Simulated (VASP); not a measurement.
## From VASP inputs to Ansatz: NaH (strained zincblende)

INCAR

```
EDIFF = 1E-7
NSW = 0
ISIF = 2
GGA = PE
LWAVE = .FALSE.
NELM = 120
LREAL = .FALSE.
ENCUT = 520
LASPH = .TRUE.
LCHARG = .FALSE.
PREC = Accurate
SIGMA = 0.02
ISMEAR = -1
NBANDS = 11
IBRION = -1
```

KPOINTS

```
KPOINTS created by Atomic Simulation Environment
0
Gamma
8 8 8
0 0 0
```

KPOINTS_OPT

```
special points
7
Reciprocal
0.0000000000 0.0000000000 0.0000000000 1
-0.5000000000 -0.5000000000 0.0000000000 1
-0.3750000000 -0.3750000000 0.2500000000 1
-0.3750000000 0.0000000000 0.3750000000 1
0.0000000000 0.0000000000 0.5000000000 1
-0.5000000000 -0.2500000000 0.2500000000 1
-0.5000000000 0.2500000000 -0.2500000000 1
```

POSCAR

```
Na H
 1.0000000000000000
     0.0000000000000000    2.5969210544000001    2.5969210544000001
     2.7433874019000002    0.0000000000000000    2.5969210544000001
     2.7433874019000002    2.5969210544000001    0.0000000000000000
 Na  H
   1   1
Cartesian
  0.0000000000000000  0.0000000000000000  0.0000000000000000
  1.3716937009500001  1.2984605272000000  1.2984605272000000
```

VASP ran with the recommended PBE PAW datasets (8 valence electrons in the cell).

Question: Translate these files to an Ansatz input.

Answer: 

```yaml
crystal:
  lattice:
    - [0.0, 2.5969210544, 2.5969210544]
    - [2.7433874019, 0.0, 2.5969210544]
    - [2.7433874019, 2.5969210544, 0.0]
  atoms:
    - { symbol: Na, position: [0.0, 0.0, 0.0] }
    - { symbol: H, position: [0.25, 0.25, 0.25] }
kpoints:
  mp_grid: { grid: [8, 8, 8] }
  band_path:
    path:
      - [0.0, 0.0, 0.0]
      - [-0.5, -0.5, 0.0]
      - [-0.375, -0.375, 0.25]
      - [-0.375, 0.0, 0.375]
      - [0.0, 0.0, 0.5]
      - [-0.5, -0.25, 0.25]
      - [-0.5, 0.25, -0.25]
    npoints: 1
hamiltonian:
  xc: pbe
scf:
  occupations: { method: fermi_dirac, width: 0.02 }
  n_extra_bands: 4
output:
  forces: true
  stress: true
  eigenvalues: true
```

Other inputs would serve too.

```json
{"": "gap between bands v and c", "VASP": "3.51 eV", "Ansatz": "3.52 eV"}
{"": "least direct gap", "VASP": "4.24 eV", "Ansatz": "4.24 eV"}
{"": "pressure", "VASP": "-0.7 GPa", "Ansatz": "-0.7 GPa"}
```

Each program uses its own PAW datasets. VASP's cell holds 8 valence electrons and Ansatz's 10. Ansatz's stress includes a Pulay correction; VASP's doesn't.
